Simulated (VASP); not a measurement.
Input of a VASP 6.6.1 run:

File INCAR:

```
PREC = Accurate ; ENCUT = 600
EDIFF = 1E-7 ; ISMEAR = 0
SIGMA = 0.02 ; LREAL = False
LASPH = True ; NELM = 80
ALGO = Fast ; ISIF = 3
LWAVE = False ; LCHARG = False
GGA = PE ; IBRION = 2
NSW = 100 ; EDIFFG = -0.01
```

File KPOINTS:

```
Automatic mesh
0
Gamma
  9 9 6
```

POSCAR

```
BeS
1.0
    3.4065789700      0.0000000000      0.0000000000
   -1.7032894900      2.9501839300      0.0000000000
    0.0000000000      0.0000000000      4.9835623500
Be S
2 2
Direct
    0.0000000000      0.0000000000      0.0000000000
    0.0000000000      0.0000000000      0.5000000000
    0.3333333300      0.6666666700      0.2500000000
    0.6666666700      0.3333333300      0.7500000000
```

Potentials or basis: VASP PAW PBE potentials, release 64 (Be, S).

Run with:

```bash
$ cat potpaw_PBE.64/Be/POTCAR potpaw_PBE.64/S/POTCAR > POTCAR
$ mpirun -np 1 vasp_std > vasp.out
```

Problem. Predict the band gap on the k mesh.

Solution. 1.45 eV, indirect (least direct gap 3.41 eV).

Problem. Predict the space group after relaxing (to 0.05 Å).

Solution. P6_3/mmc (No. 194).

Problem. What does it give for the relaxed volume?

Solution. 12.37 Å³/atom.

Problem. What does it give for the relaxed cell?

Solution. a = 3.301 Å, b = 3.301 Å, c = 5.243 Å, α = 90.00°, β = 90.00°, γ = 120.00°.

Final structure:
```xyz
4
Lattice="3.3014 0.0000 0.0000 -1.6507 2.8591 0.0000 0.0000 0.0000 5.2433" Properties=species:S:1:pos:R:3 pbc="T T T"
Be    0.0000    0.0000    0.0000
Be    0.0000    0.0000    2.6216
S     0.0000    1.9061    1.3108
S     1.6507    0.9530    3.9325
```

Caveat: an odd mesh through Γ misses points on the zone boundary, where band edges often lie.
